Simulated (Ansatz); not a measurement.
# BeSe: the cost of one run

Code: Ansatz 0.2.0. PAW datasets, plane waves, zero pressure. Computed at 0 K without zero-point motion; spin polarisation is off.

## Step 1: The structure to begin with

The symmetry is F-43m (No. 216, cubic); a = 5.070 Å in the conventional setting, 16.29 Å³ an atom. Be has 4 Se at 2.20 Å; Se has 4 Be at 2.20 Å.

Coordinates:

```cif
data_structure
_symmetry_space_group_name_H-M 'F-43m'
_symmetry_Int_Tables_number 216
_cell_length_a 5.0700
_cell_length_b 5.0700
_cell_length_c 5.0700
_cell_angle_alpha 90.000
_cell_angle_beta 90.000
_cell_angle_gamma 90.000
_cell_volume 130.32
loop_
_atom_site_label
_atom_site_type_symbol
_atom_site_symmetry_multiplicity
_atom_site_Wyckoff_symbol
_atom_site_fract_x
_atom_site_fract_y
_atom_site_fract_z
_atom_site_occupancy
Be1 Be 4 a 0.00000 0.00000 0.00000 1
Se1 Se 4 d 0.25000 0.25000 0.75000 1
```

## Step 2: Relaxation with PBE

input.yaml

```yaml
crystal:
  lattice:
    - [0.0, 2.535, 2.535]
    - [2.535, 0.0, 2.535]
    - [2.535, 2.535, 0.0]
  atoms:
    - { symbol: Be, position: [0.0, 0.0, 0.0] }
    - { symbol: Se, position: [0.25, 0.25, 0.25] }
kpoints:
  mp_grid: { grid: [8, 8, 8] }
hamiltonian:
  xc: pbe
scf:
  occupations: { method: fermi_dirac, width: 0.02 }
relax:
  f_tol: 0.005
  cell: {}
output:
  write_density: true
  write_potential: true
  elf: true
  volumetric_format: npy
```

The run is started by

```
> ansatz run input.yaml --threads 2 --pin off --max-ram 2211MiB --backend cpu --events-out ev --progress --plain --runs-dir out
```

**Question.** How long does this run take on 2 threads of Arm Neoverse V1, shared host, and how much memory does it need?

About 3.9 s, with a peak of 0.31 GiB.
